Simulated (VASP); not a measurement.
SnSe2: equation of state with PBE

Crystal: SnSe2.

```
CELL_PARAMETERS angstrom
3.87462 0.00000 0.00000
-1.93731 3.35552 0.00000
0.00000 0.00000 6.87425
ATOMIC_POSITIONS crystal
Sn 0.00000 0.00000 0.00000
Se 0.66667 0.33333 0.76795
Se 0.33333 0.66667 0.23205
```

| Property | Result |
| --- | --- |
| Program | VASP 6.6.1 |
| Task | equation of state |
| Functional | PBE |
| Potentials or basis | VASP PAW PBE potentials, release 64 (Sn_d, Se) |
| Cutoff | 520 eV |
| k mesh | 8 × 8 × 4 |
| Occupations | gaussian, width 0.02 eV |
| Spin | no spin polarisation |

```yaml
Equilibrium_volume: 29.80 Å³/atom
Bulk_modulus_at_fixed_shape_and_positions: 53 GPa
Pressure_derivative_of_the_bulk_modulus: "4.8 (rough: it moves with the points fitted)"
```

Energy against volume, from the lowest point:
```tsv
volume (Å³/atom)	energy (meV/atom)
28.600	8.65
29.196	2.11
29.792	0.00
30.387	1.84
30.983	7.20
```

All runs of the series together: 4.3 min on 1 thread of Intel(R) Xeon(R) Platinum 8259CL CPU @ 2.50GHz (Skylake/Cascade Lake) (shared host).

Caveat: the cell was scaled at fixed shape and fractional positions, which overstates the stiffness of a crystal with free parameters, most of all of layers and chains; this functional lacks dispersion, which binds the layers, so the pressure and a relaxed spacing across them are unreliable.
